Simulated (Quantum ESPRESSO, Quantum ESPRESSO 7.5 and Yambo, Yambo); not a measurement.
# Quasiparticle gap of AlN (P6_3mc) in Yambo

Aim: the G0W0 gap of AlN (P6_3mc) on PBE, step by step.

Method: PBE and many-body steps on it, plane waves, in Quantum ESPRESSO 7.5 and Yambo 5.3.0.

The database entry behind the starting cell differs from later determinations by our own check (inner coordinate u about 0.002 short), so it need not match the best structure at ambient conditions.

**1. Set-up**

Symmetry: P6_3mc, No. 186, hexagonal system. The conventional cell has a = 3.113 Å, b = 3.113 Å, c = 4.981 Å, α = 90.00°, β = 90.00°, γ = 120.00°. Nearest to Al lie 4 N at 1.89 Å. Nearest to N lie 4 Al at 1.89 Å. Farther neighbours and most contacts between anions are not listed.

The cell and positions come from the Crystallography Open Database and are kept as given unless a step says otherwise.

**2. Ground state**

This step: Quantum ESPRESSO 7.5; DFT, PBE, plane waves, norm-conserving pseudopotentials.

The ground-state density comes first.

pw.in

```
&control
  calculation = 'scf'
  prefix = 'x'
  outdir = 'o'
  pseudo_dir = 'pseudo'
/
&system
  ibrav = 0
  nat = 4
  ntyp = 2
  ecutwfc = 72.0
  nbnd = 14
  force_symmorphic = .true.
/
&electrons
  conv_thr = 1e-10
  electron_maxstep = 80
  mixing_beta = 0.5
/
ATOMIC_SPECIES
  Al 26.982 Al.upf
  N 14.007 N.upf
CELL_PARAMETERS angstrom
  3.1130000000 -0.0000000000 0.0000000000
  -1.5565000000 2.6959370820 0.0000000000
  0.0000000000 0.0000000000 4.9810000000
ATOMIC_POSITIONS crystal
  Al 0.3333333333 0.6666666667 0.0000000000
  Al 0.6666666667 0.3333333333 0.5000000000
  N 0.3333333333 0.6666666667 0.3800000000
  N 0.6666666667 0.3333333333 0.8800000000
K_POINTS automatic
  6 6 4 0 0 0
```

Command:

```console
OMP_NUM_THREADS=1 mpirun -n 8 pw.x -nk 8 -in pw.in > pw.out
```

Log:

```text
Program PWSCF v.7.5 starts

     This program is part of the open-source Quantum ESPRESSO suite
     for quantum simulation of materials; please cite
         "P. Giannozzi et al., J. Phys.:Condens. Matter 21 395502 (2009);
         "P. Giannozzi et al., J. Phys.:Condens. Matter 29 465901 (2017);
         "P. Giannozzi et al., J. Chem. Phys. 152 154105 (2020);
     in publications or presentations arising from this work. More details at
     Message from routine setup:
     using ibrav=0 with symmetry is DISCOURAGED, use correct ibrav instead

     G-vector sticks info

     bravais-lattice index     =            0
     lattice parameter (alat)  =       5.8827  a.u.
     unit-cell volume          =     282.0993 (a.u.)^3
     number of atoms/cell      =            4
     number of atomic types    =            2
     number of electrons       =        16.00
     number of Kohn-Sham states=           14
     kinetic-energy cutoff     =      72.0000  Ry
     charge density cutoff     =     288.0000  Ry
     scf convergence threshold =      1.0E-10
     mixing beta               =       0.5000
     number of iterations used =            8  plain     mixing
     Exchange-correlation= PBE
                           (   1   4   3   4   0   0   0)

     celldm(1)=   5.882717  celldm(2)=   0.000000  celldm(3)=   0.000000
     celldm(4)=   0.000000  celldm(5)=   0.000000  celldm(6)=   0.000000

     crystal axes: (cart. coord. in units of alat)
               a(1) = (   1.000000  -0.000000   0.000000 )
               a(2) = (  -0.500000   0.866025   0.000000 )
               a(3) = (   0.000000   0.000000   1.600064 )

     reciprocal axes: (cart. coord. in units 2 pi/alat)
               b(1) = (  1.000000  0.577350 -0.000000 )
               b(2) = (  0.000000  1.154701 -0.000000 )
               b(3) = ( -0.000000 -0.000000  0.624975 )
     Pseudo is Norm-conserving + core correction, Zval =  3.0
     Generated using ONCVPSP code by D. R. Hamann
     Using radial grid of 1876 points,  6 beta functions with:
     Pseudo is Norm-conserving + core correction, Zval =  5.0
     Generated using ONCVPSP code by D. R. Hamann
     Using radial grid of 1058 points,  4 beta functions with:
     Al                3.00    26.98200     Al( 1.00)
     N                 5.00    14.00700     N ( 1.00)

      6 Sym. Ops. (no inversion) found

   Cartesian axes

     site n.     atom                  positions (alat units)
         1        Al     tau(   1) = (  -0.0000000   0.5773503   0.0000000  )
         2        Al     tau(   2) = (   0.5000000   0.2886751   0.8000321  )
         3        N      tau(   3) = (  -0.0000000   0.5773503   0.6080244  )
         4        N      tau(   4) = (   0.5000000   0.2886751   1.4080565  )

     number of k points=    24
                       cart. coord. in units 2pi/alat
        k(    1) = (   0.0000000   0.0000000   0.0000000), wk =   0.0138889
        k(    2) = (   0.0000000   0.0000000   0.1562437), wk =   0.0277778
        k(    3) = (   0.0000000   0.0000000  -0.3124875), wk =   0.0138889
        k(    4) = (   0.0000000   0.1924501   0.0000000), wk =   0.0833333
        k(    5) = (   0.0000000   0.1924501   0.1562437), wk =   0.0833333
        k(    6) = (   0.0000000   0.1924501  -0.3124875), wk =   0.0833333
        k(    7) = (   0.0000000   0.3849002   0.0000000), wk =   0.0833333
        k(    8) = (   0.0000000   0.3849002   0.1562437), wk =   0.0833333
        k(    9) = (   0.0000000   0.3849002  -0.3124875), wk =   0.0833333
        k(   10) = (   0.0000000  -0.5773503   0.0000000), wk =   0.0416667
     [... 12 further rows ...]
        k(   23) = (   0.0000000  -0.3849002   0.1562437), wk =   0.0833333
        k(   24) = (  -0.1666667  -0.4811252   0.1562437), wk =   0.1666667

     Dense  grid:    23187 G-vectors     FFT dimensions: (  32,  32,  54)

     Initial potential from superposition of free atoms

     starting charge      15.9951, renormalised to      16.0000
     Starting wfcs are   16 randomized atomic wfcs

     per-process dynamical memory:    20.8 Mb

     Self-consistent Calculation

     iteration #  1     ecut=    72.00 Ry     beta= 0.50

     total energy              =     -50.82011051 Ry
     estimated scf accuracy    <       1.20188536 Ry

     iteration #  2     ecut=    72.00 Ry     beta= 0.50

     total energy              =     -51.15495077 Ry
     estimated scf accuracy    <       0.13970245 Ry

     iteration #  3     ecut=    72.00 Ry     beta= 0.50

     total energy              =     -51.17366136 Ry
     estimated scf accuracy    <       0.01056837 Ry

     iteration #  4     ecut=    72.00 Ry     beta= 0.50

     total energy              =     -51.17593038 Ry
     estimated scf accuracy    <       0.00719850 Ry

     iteration #  5     ecut=    72.00 Ry     beta= 0.50

     total energy              =     -51.17620520 Ry
     estimated scf accuracy    <       0.00067582 Ry

     iteration #  6     ecut=    72.00 Ry     beta= 0.50

     total energy              =     -51.17644423 Ry
     estimated scf accuracy    <       0.00003540 Ry

     iteration #  7     ecut=    72.00 Ry     beta= 0.50

     total energy              =     -51.17643337 Ry
     estimated scf accuracy    <       0.00004063 Ry

     iteration #  8     ecut=    72.00 Ry     beta= 0.50

     total energy              =     -51.17643396 Ry
     estimated scf accuracy    <       0.00000640 Ry

     iteration #  9     ecut=    72.00 Ry     beta= 0.50

     total energy              =     -51.17643457 Ry
     estimated scf accuracy    <       0.00000056 Ry

     iteration # 10     ecut=    72.00 Ry     beta= 0.50

     total energy              =     -51.17643472 Ry
     estimated scf accuracy    <          7.2E-09 Ry

     iteration # 11     ecut=    72.00 Ry     beta= 0.50

     total energy              =     -51.17643473 Ry
     estimated scf accuracy    <          2.3E-09 Ry

     iteration # 12     ecut=    72.00 Ry     beta= 0.50

     total energy              =     -51.17643474 Ry
     estimated scf accuracy    <          2.4E-09 Ry

     iteration # 13     ecut=    72.00 Ry     beta= 0.50

     total energy              =     -51.17643473 Ry
     estimated scf accuracy    <          9.6E-10 Ry

     iteration # 14     ecut=    72.00 Ry     beta= 0.50

     End of self-consistent calculation

          k = 0.0000 0.0000 0.0000 (  2863 PWs)   bands (ev):

    -8.0385  -5.8877   1.1322   6.2756   6.2756   6.9268   6.9268   7.1067
    11.3272  13.7824  17.6990  18.2976  18.2976  20.2844

          k = 0.0000 0.0000 0.1562 (  2893 PWs)   bands (ev):

    -7.8016  -6.3221   1.9309   5.9103   6.3662   6.3662   6.8267   6.8267
    12.2778  13.8969  17.3750  18.2652  18.2653  18.8620

          k = 0.0000 0.0000-0.3125 (  2858 PWs)   bands (ev):

    -7.1500  -7.1500   3.7936   3.7936   6.5919   6.5919   6.5919   6.5919
    13.5732  13.5732  17.4520  17.4521  18.6140  18.6140

          k = 0.0000 0.1925 0.0000 (  2896 PWs)   bands (ev):

     [... further k-points ...]

     highest occupied, lowest unoccupied level (ev):     7.1067   11.3272

!    total energy              =     -51.17643473 Ry
     estimated scf accuracy    <          4.0E-11 Ry

     The total energy is the sum of the following terms:
     one-electron contribution =      -2.07178407 Ry
     hartree contribution      =      11.37824244 Ry
     xc contribution           =     -16.99644482 Ry
     ewald contribution        =     -43.48644828 Ry

     convergence has been achieved in  14 iterations

     XML data file, charge density, pseudopotentials, collected wavefunctions

=------------------------------------------------------------------------------=
   JOB DONE.
=------------------------------------------------------------------------------=
```

It took 3.9 s on 8 MPI ranks of Arm Neoverse V1, shared host; peak memory 0.45 GiB; 29 s of CPU time.

Numbers from this step:

```yaml
total_energy: -696.2909 eV
gap: 4.220 eV
k_of_the_valence_top: 0, 0, 0
k_of_the_conduction_bottom: 0, 0, 0
least_direct_gap: 4.220 eV
```

The gap is direct, at Γ.

**3. Bands along the symmetry lines**

Levels along a band path, at the cheap level, show where the edges lie and whether the meshes to come will hold them.

pw.in

```
&control
  calculation = 'bands'
  prefix = 'x'
  outdir = 'o'
  pseudo_dir = 'pseudo'
/
&system
  ibrav = 0
  nat = 4
  ntyp = 2
  ecutwfc = 72.0
  nbnd = 14
  force_symmorphic = .true.
/
&electrons
  conv_thr = 1e-9
  electron_maxstep = 80
  diago_full_acc = .true.
  diago_thr_init = 5e-6
/
ATOMIC_SPECIES
  Al 26.982 Al.upf
  N 14.007 N.upf
CELL_PARAMETERS angstrom
  3.1130000000 -0.0000000000 0.0000000000
  -1.5565000000 2.6959370820 0.0000000000
  0.0000000000 0.0000000000 4.9810000000
ATOMIC_POSITIONS crystal
  Al 0.3333333333 0.6666666667 0.0000000000
  Al 0.6666666667 0.3333333333 0.5000000000
  N 0.3333333333 0.6666666667 0.3800000000
  N 0.6666666667 0.3333333333 0.8800000000
K_POINTS crystal
  75
  0.00000000 0.00000000 0.00000000 1
  0.06250000 0.00000000 0.00000000 1
  0.12500000 0.00000000 0.00000000 1
  0.18750000 0.00000000 0.00000000 1
  0.25000000 0.00000000 0.00000000 1
  0.31250000 0.00000000 0.00000000 1
  0.37500000 0.00000000 0.00000000 1
  0.43750000 0.00000000 0.00000000 1
  0.50000000 0.00000000 0.00000000 1
  0.47916667 0.04166667 0.00000000 1
  0.45833333 0.08333333 0.00000000 1
  0.43750000 0.12500000 0.00000000 1
  0.41666666 0.16666666 0.00000000 1
  0.39583333 0.20833333 0.00000000 1
  0.37500000 0.25000000 0.00000000 1
  0.35416666 0.29166666 0.00000000 1
  0.33333333 0.33333333 0.00000000 1
  0.29166666 0.29166666 0.00000000 1
  0.25000000 0.25000000 0.00000000 1
  0.20833333 0.20833333 0.00000000 1
  0.16666666 0.16666666 0.00000000 1
  0.12500000 0.12500000 0.00000000 1
  0.08333333 0.08333333 0.00000000 1
  0.04166667 0.04166667 0.00000000 1
  0.00000000 0.00000000 0.00000000 1
  0.00000000 0.00000000 0.06250000 1
  0.00000000 0.00000000 0.12500000 1
  0.00000000 0.00000000 0.18750000 1
  0.00000000 0.00000000 0.25000000 1
  0.00000000 0.00000000 0.31250000 1
  0.00000000 0.00000000 0.37500000 1
  0.00000000 0.00000000 0.43750000 1
  0.00000000 0.00000000 0.50000000 1
  0.06250000 0.00000000 0.50000000 1
  0.12500000 0.00000000 0.50000000 1
  0.18750000 0.00000000 0.50000000 1
  0.25000000 0.00000000 0.50000000 1
  0.31250000 0.00000000 0.50000000 1
  0.37500000 0.00000000 0.50000000 1
  0.43750000 0.00000000 0.50000000 1
  0.50000000 0.00000000 0.50000000 1
  0.47916667 0.04166667 0.50000000 1
  0.45833333 0.08333333 0.50000000 1
  0.43750000 0.12500000 0.50000000 1
  0.41666666 0.16666666 0.50000000 1
  0.39583333 0.20833333 0.50000000 1
  0.37500000 0.25000000 0.50000000 1
  0.35416666 0.29166666 0.50000000 1
  0.33333333 0.33333333 0.50000000 1
  0.29166666 0.29166666 0.50000000 1
  0.25000000 0.25000000 0.50000000 1
  0.20833333 0.20833333 0.50000000 1
  0.16666666 0.16666666 0.50000000 1
  0.12500000 0.12500000 0.50000000 1
  0.08333333 0.08333333 0.50000000 1
  0.04166667 0.04166667 0.50000000 1
  0.00000000 0.00000000 0.50000000 1
  0.50000000 0.00000000 0.50000000 1
  0.50000000 0.00000000 0.43750000 1
  0.50000000 0.00000000 0.37500000 1
  0.50000000 0.00000000 0.31250000 1
  0.50000000 0.00000000 0.25000000 1
  0.50000000 0.00000000 0.18750000 1
  0.50000000 0.00000000 0.12500000 1
  0.50000000 0.00000000 0.06250000 1
  0.50000000 0.00000000 0.00000000 1
  0.33333333 0.33333333 0.50000000 1
  0.33333333 0.33333333 0.43750000 1
  0.33333333 0.33333333 0.37500000 1
  0.33333333 0.33333333 0.31250000 1
  0.33333333 0.33333333 0.25000000 1
  0.33333333 0.33333333 0.18750000 1
  0.33333333 0.33333333 0.12500000 1
  0.33333333 0.33333333 0.06250000 1
  0.33333333 0.33333333 0.00000000 1
```

Log:

```text
[banner, memory and clock lines left out]
Program PWSCF v.7.5 starts

     Atomic positions and unit cell read from directory:
     o/x.save/

     Message from routine setup:
     using ibrav=0 with symmetry is DISCOURAGED, use correct ibrav instead

     G-vector sticks info

     bravais-lattice index     =            0
     lattice parameter (alat)  =       5.8827  a.u.
     unit-cell volume          =     282.0993 (a.u.)^3
     number of atoms/cell      =            4
     number of atomic types    =            2
     number of electrons       =        16.00
     number of Kohn-Sham states=           14
     kinetic-energy cutoff     =      72.0000  Ry
     charge density cutoff     =     288.0000  Ry
     Exchange-correlation= PBE
                           (   1   4   3   4   0   0   0)

     celldm(1)=   5.882717  celldm(2)=   0.000000  celldm(3)=   0.000000
     celldm(4)=   0.000000  celldm(5)=   0.000000  celldm(6)=   0.000000

     crystal axes: (cart. coord. in units of alat)
               a(1) = (   1.000000  -0.000000   0.000000 )
               a(2) = (  -0.500000   0.866025   0.000000 )
               a(3) = (   0.000000   0.000000   1.600064 )

     reciprocal axes: (cart. coord. in units 2 pi/alat)
               b(1) = (  1.000000  0.577350 -0.000000 )
               b(2) = (  0.000000  1.154701 -0.000000 )
               b(3) = ( -0.000000 -0.000000  0.624975 )
     Pseudo is Norm-conserving + core correction, Zval =  3.0
     Generated using ONCVPSP code by D. R. Hamann
     Using radial grid of 1876 points,  6 beta functions with:
     Pseudo is Norm-conserving + core correction, Zval =  5.0
     Generated using ONCVPSP code by D. R. Hamann
     Using radial grid of 1058 points,  4 beta functions with:
     Al                3.00    26.98200     Al( 1.00)
     N                 5.00    14.00700     N ( 1.00)

      6 Sym. Ops. (no inversion) found

   Cartesian axes

     site n.     atom                  positions (alat units)
         1        Al     tau(   1) = (  -0.0000000   0.5773503   0.0000000  )
         2        Al     tau(   2) = (   0.5000000   0.2886751   0.8000321  )
         3        N      tau(   3) = (  -0.0000000   0.5773503   0.6080244  )
         4        N      tau(   4) = (   0.5000000   0.2886751   1.4080565  )

     number of k points=    75
                       cart. coord. in units 2pi/alat
        k(    1) = (   0.0000000   0.0000000   0.0000000), wk =   0.0266667
        k(    2) = (   0.0625000   0.0360844   0.0000000), wk =   0.0266667
        k(    3) = (   0.1250000   0.0721688   0.0000000), wk =   0.0266667
[...]
[... 63 further rows ...]
        k(   74) = (   0.3333333   0.5773503   0.0390609), wk =   0.0266667
        k(   75) = (   0.3333333   0.5773503   0.0000000), wk =   0.0266667

     Dense  grid:    23187 G-vectors     FFT dimensions: (  32,  32,  54)

     The potential is recalculated from file :
     o/x.save/charge-density

     Starting wfcs are   16 randomized atomic wfcs

     Band Structure Calculation

     End of band structure calculation

          k = 0.0000 0.0000 0.0000 (  2863 PWs)   bands (ev):

    -8.0385  -5.8877   1.1322   6.2756   6.2756   6.9268   6.9268   7.1067
    11.3272  13.7824  17.6990  18.2976  18.2976  20.2845

          k = 0.0625 0.0361 0.0000 (  2881 PWs)   bands (ev):

    -7.9887  -5.8594   1.1915   6.0380   6.2074   6.6812   6.9207   7.0869
    11.5752  13.9974  17.4940  17.9237  18.4422  20.0986

          k = 0.1250 0.0722 0.0000 (  2880 PWs)   bands (ev):

    -7.8414  -5.7784   1.3678   5.4066   6.0322   6.1037   6.8891   7.0164
    12.1589  14.5141  16.8879  17.2194  18.8553  19.7092

[...]
k = 0.3333 0.5774 0.0391 (  2931 PWs)   bands (ev):

    -5.5416  -5.5416   2.3343   3.2784   3.2784   4.6549   4.8286   4.8286
    12.2407  15.4762  16.7139  16.7139  18.6879  18.6879

          k = 0.3333 0.5774 0.0000 (  2928 PWs)   bands (ev):

    -5.5434  -5.5434   2.3182   3.3537   3.3537   4.6905   4.7354   4.7354
    12.1816  15.4832  16.8039  16.8039  18.6615  18.6615

     XML data file, pseudopotentials, collected wavefunctions
```

Run time: 3.2 s. Hardware: 8 MPI ranks; peak memory 0.39 GiB; 24 s of CPU time.

This step gave:

* gap: 4.221 eV
* k of the valence top: 0, 0, 0
* k of the conduction bottom: 0, 0, 0
* least direct gap: 4.221 eV

The gap is 4.221 eV, as in the run before at this level.

The electronic bands at the labelled points (eV, zero at the top of the highest filled band; v1 is the highest filled band, c1 the lowest empty one):

| point | v4 | v3 | v2 | v1 | c1 | c2 | c3 | c4 |
| --- | --- | --- | --- | --- | --- | --- | --- | --- |
| Γ | -0.83 | -0.18 | -0.18 | 0.00 | 4.22 | 6.68 | 10.59 | 11.19 |
| halfway | -2.43 | -1.54 | -0.44 | -0.38 | 6.21 | 7.63 | 8.10 | 10.04 |
| M | -3.33 | -2.06 | -1.77 | -0.66 | 5.83 | 5.84 | 8.21 | 10.30 |
| halfway | -3.08 | -2.97 | -1.86 | -1.49 | 5.54 | 7.17 | 8.88 | 10.08 |
| K | -3.75 | -2.42 | -2.37 | -2.37 | 5.07 | 8.38 | 9.70 | 9.70 |
| halfway | -3.35 | -1.67 | -0.86 | -0.59 | 6.85 | 7.48 | 8.57 | 9.14 |
| Γ | -0.83 | -0.18 | -0.18 | 0.00 | 4.22 | 6.68 | 10.59 | 11.19 |
| halfway | -0.74 | -0.74 | -0.28 | -0.28 | 5.17 | 6.79 | 10.27 | 11.16 |
| A | -0.51 | -0.51 | -0.51 | -0.51 | 6.47 | 6.47 | 10.35 | 10.35 |
| halfway | -1.58 | -1.58 | -1.01 | -1.01 | 6.55 | 6.55 | 9.52 | 9.52 |
| L | -1.44 | -1.44 | -1.35 | -1.35 | 5.34 | 5.34 | 9.32 | 9.32 |
| halfway | -2.72 | -2.72 | -0.92 | -0.92 | 6.19 | 6.19 | 9.25 | 9.25 |
| H | -3.83 | -3.83 | -0.78 | -0.78 | 7.44 | 7.44 | 7.88 | 7.88 |
| halfway | -1.80 | -1.80 | -1.20 | -1.20 | 6.74 | 6.74 | 9.49 | 9.49 |
| A | -0.51 | -0.51 | -0.51 | -0.51 | 6.47 | 6.47 | 10.35 | 10.35 |
| jump to L | -1.44 | -1.44 | -1.35 | -1.35 | 5.34 | 5.34 | 9.32 | 9.32 |
| halfway | -2.55 | -1.89 | -1.19 | -0.91 | 5.09 | 5.93 | 9.37 | 9.47 |
| M | -3.33 | -2.06 | -1.77 | -0.66 | 5.83 | 5.84 | 8.21 | 10.30 |
| jump to H | -3.83 | -3.83 | -0.78 | -0.78 | 7.44 | 7.44 | 7.88 | 7.88 |
| halfway | -4.41 | -2.91 | -1.46 | -1.46 | 5.91 | 8.23 | 8.70 | 8.70 |
| K | -3.75 | -2.42 | -2.37 | -2.37 | 5.07 | 8.38 | 9.70 | 9.70 |

[end of part 1 of 2]

[Paths, hosts, dates, memory and timing lines, banners, echoed tables and standing remarks are left out of the program output.]

[Logs are printed without paths, hosts, clocks, repeated set-up lines and the standing remarks that a program may print on its own settings, such as how far it seeks lower states.]

[Runs of the session that timed out or met a known fault of the program may be left out.]

[Hosts, paths, dates, database ids (printed as entryN), source tags and the programs' standing remarks are cut or masked in the printed files.]
